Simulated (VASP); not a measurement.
# AlNi₃: self-consistent run, by LSFBXC

AlNi₃, Pm-3m (no. 221), 4 atoms in the cell. PBE; PAW potentials Ni, Al (PBE set).

| LSFBXC | Pressure (GPa) | Gap on the mesh (eV) | Time (s) |
|---|---|---|---|
| default | 7.32 | 0.000 | 1010 |
| T | 7.13 | 0.000 | 690 |

## Input of the first row

INCAR:
```
PREC = Accurate
ENCUT = 520
EDIFF = 1E-6
ISMEAR = 1
SIGMA = 0.1
LREAL = F
LASPH = T
ALGO = Normal
NELM = 200
ISIF = 2
LWAVE = F
LCHARG = F
LORBIT = 11
LMAXMIX = 4
LNONCOLLINEAR = T
MAGMOM = -0.009 0.037 -0.012 0.31 -0.109 0.87 0.015 0.007 0.109 0 0 0
ISYM = -1
```

KPOINTS:
```
k-points
0
Gamma
  6 6 6
```

POSCAR:
```
AlNi3
1.0
    3.5230547267      0.0000000000      0.0000000000
    0.0000000000      3.5230547267      0.0000000000
    0.0000000000      0.0000000000      3.5230547267
Ni Al
3 1
Direct
    0.5000000000      0.5000000000      0.0000000000
    0.5000000000      0.0000000000      0.5000000000
    0.0000000000      0.5000000000      0.5000000000
    0.0000000000      0.0000000000      0.0000000000
```

Commands:
```
cat potpaw_PBE.64/Ni/POTCAR potpaw_PBE.64/Al/POTCAR > POTCAR
mpirun -np 1 vasp_ncl > vasp.out
```

Changes of the last row against the first:
```
+ LSFBXC = True
```

VASP 6.6.1 took 1010 s on 1 core (Intel Xeon 6975P-C (Granite Rapids)), a shared host.
